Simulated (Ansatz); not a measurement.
## BN: zone-centre modes at 9 GPa

These are results of Ansatz, DFT PBE+D3(BJ), scalar-relativistic, plane waves, PAW, not measurements. Settings: 420 eV plane-wave cutoff, Γ-centred 12×12×12 mesh, fixed occupations. No spin polarisation. Phonons by linear response, acoustic sum rule imposed.

The cell, relaxed at 9 GPa:
```yaml
crystal:
  lattice:
    - [2.47684, 0.00227, -0.23546]
    - [-1.22920, 2.15031, 0.23544]
    - [-0.97056, -0.87530, 2.92692]
  atoms:
    - { symbol: B, position: [0.99234, 0.99207, 0.99580] }
    - { symbol: N, position: [0.65581, 0.32381, 0.99100] }
```

Optical modes at Γ (transverse, no macroscopic field); i marks an imaginary frequency:
```tsv
frequency (THz)	degeneracy	IR intensity of the level ((D/Å)²/amu)
21.03	1	3.98
41.83	2	54.32
```

All 3 optical modes at Γ are real: no displacement of atoms at fixed cell lowers the energy to second order. Strains and modes at other wave vectors aren't tested by this run.

- Electronic dielectric constant ε∞ (principal values): 3.41, 5.26, 5.26
- Static dielectric constant ε0 (principal values): 4.5, 7.2, 7.2
- Refractive index √ε∞, mean: 2.16
- Kohn–Sham gap on the mesh: 3.81 eV
- Cost: 120 s on 1 thread of Intel(R) Xeon(R) Processor @ 2.50GHz (Skylake/Cascade Lake), on a shared host, peak memory 0.66 GiB

Born effective charges (e):
```
      atom Z*xx Z*yy Z*zz mean
B (atom 1)   2.67   2.68   1.05   2.13
N (atom 2)  -2.67  -2.68  -1.05  -2.13
```

This form isn't the usual stable structure of the compound at low pressure.